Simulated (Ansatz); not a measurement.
A 2-atom cell of LiH started from a crystallographic database with hydrogen sites as listed, relaxed with r2SCAN+rVV10: the symmetry is Fm-3m (No. 225, cubic); a = 3.997 Å in the conventional setting, 7.98 Å³ an atom. Li has 6 H at 2.00 Å; H has 6 Li at 2.00 Å. One-shot G0W0@PBE in Ansatz 0.2.0 on an 8×8×8 mesh (contour deformation, no spin-orbit coupling), from a PBE gap of 2.979 eV over the mesh points (the G0W0 gap is direct on the mesh); the number N of bands summed and the screening cutoff rise together. Calculated for a static, non-magnetic cell.

```
 N  cutoff (eV)  1000/N  G0W0 gap (eV)
38          100  26.316          4.735
89          180  11.236          4.854
```

**Question.** Lay a straight line in 1000/N through these rows.

**Answer.** The slope is -0.0079 eV per unit of 1000/N and the intercept 4.943 eV.

**Question.** Predict the gap at N = 171 (260 eV).

**Answer.** 4.943 + (-0.0079) × 5.848 = 4.897 eV; the run gives 4.898 eV, +0.001 eV from the line.

**Question.** With that run's result added, what limit do the last two rows suggest?

**Answer.** Their slope is (4.898 − 4.854)/(5.848 − 11.236) = -0.0082, which meets 1/N = 0 at 4.95 eV, against 4.943 eV from the first line. The two lines nearly agree; the k mesh isn't extrapolated.
